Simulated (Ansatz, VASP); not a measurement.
Two plane-wave programs on Ni

```
Ni
1.0
    -1.36030    1.36030    1.36030
     1.36030   -1.36030    1.36030
     1.36030    1.36030   -1.36030
Ni
1
Direct
  0.00000 0.00000 0.00000
```

Alike in both runs: functional LDA; k mesh 17 × 17 × 17; collinear spin.

Ansatz relaxed the structure, and its values are those at the end. VASP's run is a single point on that final structure, the one shown.

|  | VASP | Ansatz |
| --- | --- | --- |
| version | VASP 6.6.1 | Ansatz 0.2.0 |
| potentials or method | VASP PAW LDA potentials, release 64 (Ni) | plane waves, PAW |
| plane-wave cutoff (eV) | 520 | 420 |
| occupations | fermi-dirac, width 0.1 eV | fermi-dirac |
| valence electrons in the cell | 10 | 18 |

```tsv
	VASP	Ansatz	Ansatz less VASP
pressure (GPa)	-0.1	0.0	+0.14
net moment per atom (μB)	0.00	0.12	+0.117
size of the moment on the site where the two differ most (μB)	0.00	0.12	+0.121
```

The net moments differ so much that the two runs ended in different magnetic states, which moves the other rows too. Site moments also hang on the region over which each program counts them. The two sets of potentials don't hold the same shells in valence. Ansatz warned: «seeded_moment_not_kept».
